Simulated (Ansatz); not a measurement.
Write the native input for Ansatz 0.2.0 that does the following.

```yaml
Task: single point
Functional: PBE
Potentials_or_basis: Ansatz PAW
Cutoff: "420 eV (not typed: the program's choice for these potentials)"
k_mesh: 4 × 4 × 4
Occupations: fermi-dirac, width 0.05 eV
Spin: no spin polarisation
```

The system is SiO2.

```xyz
12
Lattice="-4.4720 4.4720 2.6118 4.4720 -4.4720 2.6118 4.4720 4.4720 -2.6118" Properties=species:S:1:pos:R:3 pbc="T T T"
Si    2.8899    2.8899    2.6118
Si    2.8899   -2.8899    2.6118
Si   -2.8899    2.8899    2.6118
Si    1.5821    1.5821    0.0000
O     7.0788    0.0000    0.0000
O     0.0000    1.8653    0.0000
O     0.0000    7.0788    0.0000
O     1.8653    0.0000    0.0000
O     2.2360    2.2360   -1.3059
O    -2.2360    2.2360    1.3059
O     2.2360   -2.2360    1.3059
O     2.2360    2.2360    1.3059
```

The cell comes from a database or a generator and needn't be the stable form of this composition.

These files were run (other wordings do the same):

input.yaml

```yaml
crystal:
  lattice:
    - [-4.47204052, 4.47204052, 2.61177035]
    - [4.47204052, -4.47204052, 2.61177035]
    - [4.47204052, 4.47204052, -2.61177035]
  atoms:
    - { symbol: Si, position: [0.82311142, 0.82311142, 0.64622284] }
    - { symbol: Si, position: [0.17688858, 0.82311142, 0.0] }
    - { symbol: Si, position: [0.82311142, 0.17688858, 0.0] }
    - { symbol: Si, position: [0.17688858, 0.17688858, 0.35377716] }
    - { symbol: O, position: [0.0, 0.79145134, 0.79145134] }
    - { symbol: O, position: [0.20854866, 0.0, 0.20854866] }
    - { symbol: O, position: [0.79145134, 0.0, 0.79145134] }
    - { symbol: O, position: [0.0, 0.20854866, 0.20854866] }
    - { symbol: O, position: [0.0, 0.0, 0.5] }
    - { symbol: O, position: [0.5, 0.0, 0.0] }
    - { symbol: O, position: [0.0, 0.5, 0.0] }
    - { symbol: O, position: [0.5, 0.5, 0.5] }
hamiltonian:
  xc: pbe
  pseudopotentials: { kind: paw }
kpoints:
  mp_grid: { grid: [4, 4, 4] }
scf:
  occupations: { method: fermi_dirac, width: 0.05 }
output:
  forces: true
  stress: true
  eigenvalues: true
```

Potentials or basis: Ansatz PAW.

The run is started by

```sh
$ ansatz run input.yaml --threads 4 --pin off --max-ram 11264MiB --backend cpu --events-out ev --progress --plain --runs-dir out
```

It gave:

* Pressure: 3.7 GPa
* Largest force: 0.216 eV/Å
* Band gap on the k mesh: 5.46 eV, indirect (least direct gap 5.46 eV)

Caveat: the pressure holds a Pulay correction of +0.4 GPa for the finite cutoff.

Run time: 1.9 s on 4 threads of Arm Neoverse V1, on a shared host, peak memory 0.58 GiB.
